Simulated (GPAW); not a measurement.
Runs of GPAW 26.7.0 on AlN. The structure is cubic, space group F-43m (No. 216). The conventional cell has a = 4.368 Å, b = 4.368 Å, c = 4.368 Å, α = 90.00°, β = 90.00°, γ = 90.00°. Around Al (site symmetry -43m) lie 4 N at 1.89 Å. Around N (site symmetry -43m) lie 4 Al at 1.89 Å. Measurements of this composition are mostly on another form, of space group No. 186.

```tsv
level	potentials or basis	gap on the mesh (eV)
PBEsol	PAW data sets generated in the run's folder for this functional, pw	3.16
RPBE	the program's PAW data sets (release 1.2.1) made for this functional, pw	(a)
AM05	PAW data sets generated in the run's folder for this functional, pw	3.16
LDA	the program's PAW data sets (release 1.2.1) made for this functional, pw	3.22
PBE	GPAW PAW data sets (gpaw-data 1.2.1), pw	3.29
```

Alike in all rows: task dielectric tensor; no spin polarisation; cell as given; k mesh 8 × 8 × 8; cutoff (eV) 550; smearing fermi-dirac 0.001 eV.

Question: Estimate the missing entries.

Answer: (a) 3.32.

Caveats: the long-wavelength limit can be off by a per cent or two.

A k mesh can miss the band edges.
